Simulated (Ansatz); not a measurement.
**The stack of honeycomb GaAs under antimonene, upper layer turned by 180° between two gates**

Wanted: Fermi level and gate voltage of the stack of honeycomb GaAs under antimonene, upper layer turned by 180° as it is charged.

Main program and level: Ansatz 0.2.0; plane-wave DFT, PBE-D3(BJ), Ansatz PAW.

Most raw output is cut from this account.

## 1. The structure

The cell holds 4 atoms: 1 As, 1 Ga and 2 Sb. Its edges and angles: a = 4.085 Å, b = 4.085 Å, c = 41.430 Å, α = 90.0°, β = 90.0°, γ = 120.0°. Regions: layer 1: honeycomb GaAs, 2 atoms (1 As and 1 Ga); layer 2: antimonene, 2 atoms (2 Sb). Vacuum lies along c.

As a file:

```cif
data_structure
_symmetry_space_group_name_H-M 'P 1'
_symmetry_Int_Tables_number 1
_cell_length_a 4.0850
_cell_length_b 4.0850
_cell_length_c 41.4300
_cell_angle_alpha 90.000
_cell_angle_beta 90.000
_cell_angle_gamma 120.000
_cell_volume 598.73
loop_
_atom_site_label
_atom_site_type_symbol
_atom_site_fract_x
_atom_site_fract_y
_atom_site_fract_z
_atom_site_occupancy
As1 As 0.66667 0.33333 0.43688 1
Ga2 Ga 0.33333 0.66667 0.45088 1
Sb3 Sb 0.66667 0.33333 0.52329 1
Sb4 Sb 0.00000 0.00000 0.56312 1
```

## 2. Relaxing the slab

The starting cell is a guess, so the in-plane lattice and the atoms are relaxed first, with the slab cut off from its images along the normal.

Contents of input.yaml:

```yaml
crystal:
  lattice:
    - [4.085, 0.0, 0.0]
    - [-2.0425, 3.5377137745, 0.0]
    - [0.0, 0.0, 41.4299999978]
  atoms:
    - { symbol: As, position: [0.6666666667, 0.3333333333, 0.4368814869] }
    - { symbol: Ga, position: [0.3333333333, 0.6666666667, 0.4508810041] }
    - { symbol: Sb, position: [0.6666666667, 0.3333333333, 0.5232923002] }
    - { symbol: Sb, position: [0.0, 0.0, 0.5631185131] }
  periodic: [true, true, false]
kpoints:
  mp_grid: { grid: [12, 12, 1] }
hamiltonian:
  xc: pbe
  dispersion: d3bj
scf:
  occupations: { method: fermi_dirac, width: 0.05 }
  convergence: { dr2_threshold: 1.0e-09 }
relax:
  f_tol: 0.004
  max_steps: 90
  cell: {}
output:
  write_potential: true
  write_density: true
  volumetric_format: npy
```

Started as:

```
$ ansatz run input.yaml --threads 4 --pin off --max-ram 12288MiB --backend cpu --events-out ev --progress --plain --runs-dir out
```

The job ended after 89 s (4 threads of Arm Neoverse V1, shared host; peak memory 1.1 GiB).

Relaxation path:

| step | energy less that of the first step (eV) | largest force component (eV/Å) | volume (Å³) |
| --- | --- | --- | --- |
| 1 | 0.0000 | 0.4363 | 598.73 |
| 2 | -0.1141 | 0.1219 | 592.09 |
| 3 | -0.1375 | 0.1857 | 584.10 |
| 4 | -0.1436 | 0.0349 | 582.78 |
| 5 | -0.1438 | 0.0112 | 582.41 |
| 6 | -0.1438 | 0.0233 | 582.44 |
| 7 | -0.1439 | 0.0025 | 582.56 |
| 8* | -0.1433 | 0.0025 | 582.56 |

Relaxation steps marked * repeat the geometry before them on a plane-wave basis chosen anew for their cell, so energy and pressure can jump there. Relaxation step 6 was tried and not accepted.

The run keeps the 6 symmetry operations that it works with, so distortions that break them were not tested.

| cell as run | before | after | change |
| --- | --- | --- | --- |
| a (Å) | 4.085 | 4.029 | -1.4 % |
| b (Å) | 4.085 | 4.029 | -1.4 % |

The atoms that moved most (Å, along periodic axes as changes of fractional coordinates times the final cell, across vacuum about the mean position):

| atom | dx | dy | dz | length |
| --- | --- | --- | --- | --- |
| As1 | 0.000 | 0.000 | -0.348 | 0.348 |
| Sb4 | 0.000 | 0.000 | 0.342 | 0.342 |
| Sb3 | 0.000 | 0.000 | 0.323 | 0.323 |
| Ga2 | 0.000 | 0.000 | -0.317 | 0.317 |

Final coordinates:

```xyz
4
Lattice="4.0295 0.0000 0.0000 -2.0147 3.4896 0.0000 0.0000 0.0000 41.4300" Properties=species:S:1:pos:R:3
As    2.0147    1.1632   17.7522
Ga    0.0000    2.3264   18.3628
Sb    2.0147    1.1632   22.0032
Sb    0.0000    0.0000   23.6718
```

The lattice constant a goes from 4.085 to 4.029 Å.

## 3. Gated layer, added electrons 0, start network

The slab is cut off from its images along the normal. A charged sheet stands for each gate, the layer takes the opposite charge, and a barrier ahead of the sheet keeps electrons from leaking to it. The uncharged case sets the zero; a dense mesh is needed because few carriers fill a small part of the zone.

The cell differs from the one that the last finished run ended in (c 41.430 → 41.120 Å).

Contents of input.yaml:

```yaml
crystal:
  lattice:
    - [4.029483955, 0.0, 0.0]
    - [-2.0147419775, 3.4896354692, 0.0]
    - [0.0, 0.0, 41.1195236201]
  atoms:
    - { symbol: As, position: [0.6666666667, 0.3333333333, 0.4280205229] }
    - { symbol: Ga, position: [0.3333333333, 0.6666666667, 0.4428685489] }
    - { symbol: Sb, position: [0.6666666667, 0.3333333333, 0.5314016602] }
    - { symbol: Sb, position: [0.0, 0.0, 0.5719794771] }
  periodic: [true, true, false]
  symmetry: { detect: true }
kpoints:
  mp_grid: { grid: [72, 72, 1] }
  band_path:
    path: [[0, 0, 0], [0.5, 0, 0], [0.33333333, 0.33333333, 0], [0, 0, 0]]
    npoints: 16
hamiltonian:
  xc: pbe
  dispersion: d3bj
scf:
  occupations: { method: fermi_dirac, width: 0.02585 }
  convergence: { dr2_threshold: 1.0e-10 }
output:
  forces: true
  eigenvalues: true
  dos: { projected: true, e_range: [-3, 3], de: 0.01 }
  write_potential: true
  write_density: true
  volumetric_format: npy
  elf: true
external_charges:
  - { charge: 0, barrier: 10, axis: 3, height: 28.02, sigma: 0.25 }
  - { charge: 0, barrier: 10, axis: 3, height: 13.1, sigma: 0.25 }
```

It took 6.8 min on 4 threads; peak memory 5.7 GiB.

Numbers from this step:

```
gap along the path                                                                  : 0.6110 eV
smallest direct gap along the path                                                  : 0.7321 eV
gap, the smaller of path and mesh                                                   : 0.6110 eV
potential beyond the upper barrier and gate, less the barrier, from the Fermi level : 4.262 eV
```

Running mean over a fixed 2.7 Å (it still follows the layers) of the planar mean; beyond a gate it holds the 10 eV model barrier. The electron's electrostatic potential energy less the Fermi level by z:

z (Å), electron's electrostatic potential energy less the Fermi level (eV) and a bar from the least value:
```
        4       14.8 ##############################
        6       14.8 ##############################
        8       14.8 ##############################
       10       14.8 ##############################
       12       13.8 ############################
       14        6.5 #################
       16        2.9 ###########
       18       -2.8 ##
       20        1.3 #########
       22       -4.2 
       24       -2.1 ###
       26        3.9 #############
       28        9.2 #####################
       30       14.3 #############################
       32       14.3 #############################
       34       14.3 #############################
       36       14.3 #############################
```

The density of states has structure finer than the step of the table below, so its rows give means over 0.2 eV, whole bins alone (the curve runs from -3 to 2.31 eV). Peaks (eV: height): -2.26: 8.30, -2.20: 6.42, -1.89: 7.08, -1.12: 6.85, -1.02: 7.48, -0.95: 10.3, 1.77: 6.79.

Table of density of states by energy, zero at the Fermi level of the run, which the smearing sets inside the gap; means over each step:

| energy (eV) | density of states (states/eV a cell) |
| --- | --- |
| -2.8 | 2.52 |
| -2.6 | 2.23 |
| -2.4 | 3.56 |
| -2.2 | 5.47 |
| -2.0 | 4.89 |
| -1.8 | 3.39 |
| -1.6 | 1.36 |
| -1.4 | 1.60 |
| -1.2 | 4.34 |
| -1.0 | 6.21 |
| -0.8 | 1.12 |
| -0.6 | 0.349 |
| -0.4 | 0.300 |
| -0.2 | 0.00656 |
| 0.0 | 0 |
| 0.2 | 0.00156 |
| 0.4 | 0.506 |
| 0.6 | 1.14 |
| 0.8 | 3.40 |
| 1.0 | 1.73 |
| 1.2 | 1.49 |
| 1.4 | 2.37 |
| 1.6 | 3.06 |
| 1.8 | 4.58 |
| 2.0 | 2.30 |
| 2.2 | 1.95 |

Projected DOS per atom over height of the atomic layer and energy from the Fermi level. Layers: As Ga Sb Sb from below.

Ten even steps from '_' (0.00 states/eV) to '@' (1.77 states/eV), each cell a mean:
```
::::::::
--====--
--++**++
::------
....::::
..::::--
::++::==
__..____
________
________
________
________
..__....
@@..@@%%
@@::++++
::....::
::..::::
##--##%%
%%==##%%
##==--==
--::==--
::..==--
```
Columns: height of the atomic layer (Å) from 17.6 to 23.5 (not evenly spaced); rows upwards: energy from the Fermi level (eV) from -2.98 to 2.27.

Electronic bands along the path, in eV, zero at the Fermi level of the run, which the smearing sets inside the gap:

| point | band 26 | band 27 | band 28 | band 29 | band 30 | band 31 | band 32 | band 33 |
| --- | --- | --- | --- | --- | --- | --- | --- | --- |
| Γ | -0.87 | -0.87 | -0.30 | -0.30 | 0.43 | 1.42 | 2.45 | 2.45 |
| halfway | -2.34 | -1.70 | -1.32 | -0.99 | 0.81 | 1.81 | 2.85 | 3.11 |
| M | -2.29 | -2.28 | -1.97 | -1.23 | 0.67 | 1.32 | 1.64 | 2.26 |
| halfway | -3.28 | -2.70 | -2.21 | -0.97 | 0.67 | 1.72 | 2.59 | 2.66 |
| K | -3.92 | -2.51 | -2.42 | -0.76 | 0.31 | 1.45 | 2.82 | 3.07 |
| halfway | -2.35 | -2.30 | -2.16 | -0.94 | 1.51 | 2.08 | 2.62 | 3.40 |
| Γ | -0.87 | -0.87 | -0.30 | -0.30 | 0.43 | 1.42 | 2.45 | 2.45 |

Valence density in the ca plane at fractional y = 0.333, with atoms of As and Sb within 0.2 Å of it. It is the smooth field of the valence electrons, not physical close to the nuclei.

Ten steps, logarithmic in the rise over the least value, from '0' (0 e/Å³) to '9' (26 e/Å³), each cell a mean:
```
00000000000000000001122110000001122111000000
00000000000000000001344210000012344211000000
00000000000000000012688421000013687411000000
00000000000000000013799521000124798421000000
00000000000000000012587421000013676311000000
00000000000000000001243210000012343211000000
00000000000000000000112110000001111111100000
00000000000000000000011110000000011111110000
00000000000000000000001110000000000111110000
00000000000000000000001110000000000111110000
00000000000000000000011110000000011111110000
```
Columns run along c (16.0 Å, from fractional 0.24 to 0.63 of the cell), rows up along a (4.0 Å). Atoms in or near the plane, at fractional coordinates: As at (0.43, 0.67), Sb at (0.53, 0.67).

ELF in the ca plane at fractional y = 0.333, with atoms of As and Sb within 0.2 Å of it. It is the smooth field of the valence electrons, not physical close to the nuclei.

Ten even steps from '0' (0.00) to '9' (0.83), each cell a mean:
```
00000000013578888875301477545666544321000000
00000000136899876776302785323455321100000000
00000001257999633676303874100334210000000000
00000001358998522566303863000233200000000000
00000001257999634676302874101344210000000000
00000000135899877776301686433455322100000000
00000000013567777775300477555666554321000000
00000000000123455554200134455665567653100000
00000000000001233343210001123454568864200000
00000000000001233444210001224555568764200000
00000000001234566654200135555665567642100000
```
Columns run along c (16.0 Å, from fractional 0.29 to 0.68 of the cell), rows up along a (4.0 Å). Atoms in or near the plane, at fractional coordinates: As at (0.43, 0.67), Sb at (0.53, 0.67).

Electrostatic potential energy in the ca plane at fractional y = 0.333, with atoms of As and Sb within 0.2 Å of it. With pseudopotentials it is smooth inside the atoms' cores, unlike the true potential.

Ten even steps from '0' (-30 eV) to '9' (10 eV), each cell a mean:
```
99999999987777777776544566777665433566666777
99999999987777777765222356777652000256667777
99999999987777777763487246777640000036677777
99999999987777777752599336777630000036677777
99999999987777777763376246777641000046677777
99999999987777777765322356777653100356667777
99999999987777777776555566777765434566666777
99999999987777777777666666677766666655556677
99999999987777777777665566677777666654456677
99999999987777777777665566677777666654456677
99999999987777777777666666677766666665566677
```
Columns run along c (16.0 Å, from fractional 0.24 to 0.63 of the cell; values clipped at the 3rd and 97th percentile), rows up along a (4.0 Å). Atoms in or near the plane, at fractional coordinates: As at (0.43, 0.67), Sb at (0.53, 0.67).

The gap, the smaller of path and mesh, is 0.611 eV.

## 4. Gated layer, added electrons 1×10¹³ per cm²

Changes to input.yaml since step 3:

```diff
@@ -12,2 +12,3 @@
   symmetry: { detect: true }
+total_charge: -0.014062
 kpoints:
@@ -26,3 +27,2 @@
   eigenvalues: true
-  dos: { projected: true, e_range: [-3, 3], de: 0.01 }
   write_potential: true
@@ -30,5 +30,6 @@
   volumetric_format: npy
-  elf: true
 external_charges:
   - { charge: 0, barrier: 10, axis: 3, height: 28.02, sigma: 0.25 }
+  - { charge: 0.007031, axis: 3, height: 29.52, sigma: 0.5 }
   - { charge: 0, barrier: 10, axis: 3, height: 13.1, sigma: 0.25 }
+  - { charge: 0.007031, axis: 3, height: 11.6, sigma: 0.5 }
```

Wall time 8.4 min (4 threads); peak memory 5.6 GiB; 33 min of CPU time.

This step gave:

```yaml
energy_at_zero_smearing: -21608.8461 eV
potential_beyond_the_upper_barrier_and_gate_less_the_barrier_from_the_fermi_level: 3.524 eV
```

Electronic bands along the path, in eV, zero at the Fermi level:

| point | band 26 | band 27 | band 28 | band 29 | band 30 | band 31 | band 32 | band 33 |
| --- | --- | --- | --- | --- | --- | --- | --- | --- |
| Γ | -1.20 | -1.20 | -0.62 | -0.62 | 0.09 | 1.08 | 2.13 | 2.13 |
| halfway | -2.68 | -2.03 | -1.65 | -1.32 | 0.48 | 1.47 | 2.51 | 2.78 |
| M | -2.62 | -2.61 | -2.29 | -1.56 | 0.34 | 0.99 | 1.31 | 1.92 |
| halfway | -3.61 | -3.03 | -2.54 | -1.31 | 0.34 | 1.39 | 2.25 | 2.33 |
| K | -4.25 | -2.84 | -2.75 | -1.10 | -0.02 | 1.12 | 2.49 | 2.74 |
| halfway | -2.68 | -2.63 | -2.50 | -1.27 | 1.17 | 1.75 | 2.29 | 3.07 |
| Γ | -1.20 | -1.20 | -0.62 | -0.62 | 0.09 | 1.08 | 2.13 | 2.13 |

Against the uncharged case this takes +0.75 V.

## 5. Gated layer, added electrons 2×10¹³ per cm²

Changes to input.yaml since step 4:

```diff
@@ -12,3 +12,3 @@
   symmetry: { detect: true }
-total_charge: -0.014062
+total_charge: -0.028122
 kpoints:
@@ -32,4 +32,4 @@
   - { charge: 0, barrier: 10, axis: 3, height: 28.02, sigma: 0.25 }
-  - { charge: 0.007031, axis: 3, height: 29.52, sigma: 0.5 }
+  - { charge: 0.014061, axis: 3, height: 29.52, sigma: 0.5 }
   - { charge: 0, barrier: 10, axis: 3, height: 13.1, sigma: 0.25 }
-  - { charge: 0.007031, axis: 3, height: 11.6, sigma: 0.5 }
+  - { charge: 0.014061, axis: 3, height: 11.6, sigma: 0.5 }
```

Wall time 8.4 min (4 threads); peak memory 5.6 GiB; 34 min of CPU time.

The electronic bands at the labelled points (eV, zero at the Fermi level):

| point | band 26 | band 27 | band 28 | band 29 | band 30 | band 31 | band 32 | band 33 |
| --- | --- | --- | --- | --- | --- | --- | --- | --- |
| Γ | -1.24 | -1.24 | -0.65 | -0.65 | 0.05 | 1.05 | 2.10 | 2.10 |
| halfway | -2.72 | -2.07 | -1.68 | -1.36 | 0.45 | 1.43 | 2.48 | 2.75 |
| M | -2.65 | -2.64 | -2.32 | -1.61 | 0.30 | 0.95 | 1.27 | 1.88 |
| halfway | -3.65 | -3.06 | -2.57 | -1.36 | 0.31 | 1.35 | 2.21 | 2.29 |
| K | -4.29 | -2.87 | -2.78 | -1.14 | -0.05 | 1.08 | 2.45 | 2.70 |
| halfway | -2.72 | -2.66 | -2.54 | -1.31 | 1.13 | 1.71 | 2.25 | 3.03 |
| Γ | -1.24 | -1.24 | -0.65 | -0.65 | 0.05 | 1.05 | 2.10 | 2.10 |

Against the uncharged case this takes +1.20 V.

## 6. Gated layer, added electrons 4×10¹³ per cm²

Changes to input.yaml since step 5:

```diff
@@ -12,3 +12,3 @@
   symmetry: { detect: true }
-total_charge: -0.028122
+total_charge: -0.056246
 kpoints:
@@ -32,4 +32,4 @@
   - { charge: 0, barrier: 10, axis: 3, height: 28.02, sigma: 0.25 }
-  - { charge: 0.014061, axis: 3, height: 29.52, sigma: 0.5 }
+  - { charge: 0.028123, axis: 3, height: 29.52, sigma: 0.5 }
   - { charge: 0, barrier: 10, axis: 3, height: 13.1, sigma: 0.25 }
-  - { charge: 0.014061, axis: 3, height: 11.6, sigma: 0.5 }
+  - { charge: 0.028123, axis: 3, height: 11.6, sigma: 0.5 }
```

The job ended after 8.4 min (4 threads; peak memory 5.6 GiB).

Against the uncharged case this takes +2.08 V.

## 7. Gated layer, added electrons 7×10¹³ per cm²

Changes to input.yaml since step 6:

```diff
@@ -12,3 +12,3 @@
   symmetry: { detect: true }
-total_charge: -0.056246
+total_charge: -0.09843
 kpoints:
@@ -32,4 +32,4 @@
   - { charge: 0, barrier: 10, axis: 3, height: 28.02, sigma: 0.25 }
-  - { charge: 0.028123, axis: 3, height: 29.52, sigma: 0.5 }
+  - { charge: 0.049215, axis: 3, height: 29.52, sigma: 0.5 }
   - { charge: 0, barrier: 10, axis: 3, height: 13.1, sigma: 0.25 }
-  - { charge: 0.028123, axis: 3, height: 11.6, sigma: 0.5 }
+  - { charge: 0.049215, axis: 3, height: 11.6, sigma: 0.5 }
```

It took 8.5 min on 4 threads; peak memory 5.6 GiB; 34 min of CPU time.

The electronic bands at the labelled points (eV, zero at the Fermi level):

| point | band 26 | band 27 | band 28 | band 29 | band 30 | band 31 | band 32 | band 33 |
| --- | --- | --- | --- | --- | --- | --- | --- | --- |
| Γ | -1.35 | -1.35 | -0.77 | -0.77 | -0.09 | 0.88 | 1.99 | 1.99 |
| halfway | -2.86 | -2.18 | -1.79 | -1.51 | 0.30 | 1.30 | 2.33 | 2.63 |
| M | -2.77 | -2.77 | -2.44 | -1.75 | 0.16 | 0.83 | 1.13 | 1.73 |
| halfway | -3.76 | -3.18 | -2.70 | -1.50 | 0.18 | 1.21 | 2.06 | 2.15 |
| K | -4.40 | -2.98 | -2.92 | -1.29 | -0.18 | 0.95 | 2.30 | 2.53 |
| halfway | -2.83 | -2.78 | -2.69 | -1.46 | 0.99 | 1.57 | 2.13 | 2.85 |
| Γ | -1.35 | -1.35 | -0.77 | -0.77 | -0.09 | 0.88 | 1.99 | 1.99 |

Against the uncharged case this takes +3.37 V.

## 8. Gated layer, added electrons 11×10¹³ per cm²

Changes to input.yaml since step 7:

```diff
@@ -12,3 +12,3 @@
   symmetry: { detect: true }
-total_charge: -0.09843
+total_charge: -0.154676
 kpoints:
@@ -32,4 +32,4 @@
   - { charge: 0, barrier: 10, axis: 3, height: 28.02, sigma: 0.25 }
-  - { charge: 0.049215, axis: 3, height: 29.52, sigma: 0.5 }
+  - { charge: 0.077338, axis: 3, height: 29.52, sigma: 0.5 }
   - { charge: 0, barrier: 10, axis: 3, height: 13.1, sigma: 0.25 }
-  - { charge: 0.049215, axis: 3, height: 11.6, sigma: 0.5 }
+  - { charge: 0.077338, axis: 3, height: 11.6, sigma: 0.5 }
```

Elapsed: 7.2 min, on 4 threads; peak memory 5.6 GiB; 29 min of CPU time.

Running mean over a fixed 2.7 Å (it still follows the layers) of the planar mean; beyond a gate it holds the 10 eV model barrier. Table of electron's electrostatic potential energy less the Fermi level by z:

z (Å), electron's electrostatic potential energy less the Fermi level (eV) and a bar from the least value:
```
        4       9.68 ##############################
        6       9.68 ##############################
        8       9.68 ##############################
       10       9.69 ##############################
       12       9.27 #############################
       14       3.74 ##################
       16       1.82 ##############
       18      -3.37 ###
       20       0.88 ############
       22      -4.72 
       24      -2.73 ####
       26       2.34 ###############
       28       5.75 ######################
       30       9.48 ##############################
       32       9.30 #############################
       34       9.30 #############################
       36       9.30 #############################
```

Against the uncharged case this takes +5.05 V.

(Continued in part 2 of 2.)

[Logs are printed without paths, hosts, clocks, repeated set-up lines and the standing remarks that a program may print on its own settings, such as how far it seeks lower states.]

[Hosts, paths, dates, database ids (printed as entryN), source tags and the programs' standing remarks are cut or masked in the printed files.]

[Maps of the electrostatic potential energy from Ansatz leave out the sawtooth potential of an applied field or a dipole correction, so their vacuum need not be flat; planar profiles and work functions include it.]
